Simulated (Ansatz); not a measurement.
## EuS in Ansatz: the effect of functional

The system is EuS.

```xyz
2
Lattice="0.0000 2.9785 2.9785 2.9785 0.0000 2.9785 2.9785 2.9785 0.0000" Properties=species:S:1:pos:R:3 pbc="T T T"
Eu    0.0000    0.0000    0.0000
S     2.9785    2.9785    2.9785
```

Alike in all runs:

```yaml
Program: Ansatz 0.2.0
Task: band structure
Potentials_or_basis: all-electron LAPW, scalar-relativistic
Basis_error_allowed: 0.001 eV/atom
k_mesh: 8 × 8 × 8
Occupations: fermi-dirac, width 0.05 eV
Spin: collinear spin, ferromagnetic start
Starting_moments: "[7.0, 0.0] μB"
```

```csv
functional,cutoff,pressure (GPa),moment (μB)
PBE,206 eV (chosen from the basis error),-2.4,6.98
LDA,206 eV (chosen from the basis error),-7.3,6.96
PBEsol,207 eV (chosen from the basis error),?,?
```

Q: What does the run with functional PBEsol give?

A: Pressure -5.4 GPa; moment 6.98 μB.

Caveats: an open f shell can end in a state above the lowest; a cell with one magnetic atom can't hold antiferromagnetic order, which such compounds often take.
